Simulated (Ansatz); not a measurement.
Runs of Ansatz 0.2.0 on CuO (Tenorite). The structure is monoclinic, space group C2/c (No. 15). Conventional cell: a = 4.684 Å, b = 3.423 Å, c = 5.129 Å, α = 90.00°, β = 99.54°, γ = 90.00°. Around Cu (site symmetry -1) lie 4 O at 1.95 to 1.96 Å. Around O (site symmetry 2) lie 4 Cu at 1.95 to 1.96 Å. 

```tsv
task	level	cutoff (eV)	points for each segment of the path	gap on the mesh (eV)	pressure (GPa)	V0 of scaled cells (Å³/atom)	B0 (GPa)	largest force (eV/Å)
band structure	PBE	420	14	none	5.7	-	-	0.26
band structure	r2SCAN	500	14	none	-1.3	-	-	0.29
band structure	LDA	420	14	none	-9.6	-	-	(b)
equation of state	PBE	420	-	-	-	10.47	162	-
equation of state	r2SCAN	500	-	-	-	(a)	187	-
```

Alike in all rows: potentials or basis Ansatz PAW; no spin polarisation; cell as given; k mesh 10 × 10 × 5; smearing fermi-dirac 0.05 eV.

Question: Fill in the values left out.

Answer: (a) 10.06; (b) 0.47.

Caveats: the run has no spin polarisation, though such a crystal can be magnetic; semilocal functionals often make such compounds metallic where correlation or magnetic order opens a gap, which also shifts bond lengths (some runs); the PAW data sets come from PBE, with cores solved anew for the run's functional, which leaves a small shift of forces and pressure (some runs); the cell was scaled at fixed shape and fractional positions, which overstates the stiffness of a crystal with free parameters, most of all of layers and chains (some runs); the PAW data sets were made with another functional, which shifts forces and pressure a little (some runs).

A gap of «none» marks a metal or a gap under the smearing width.
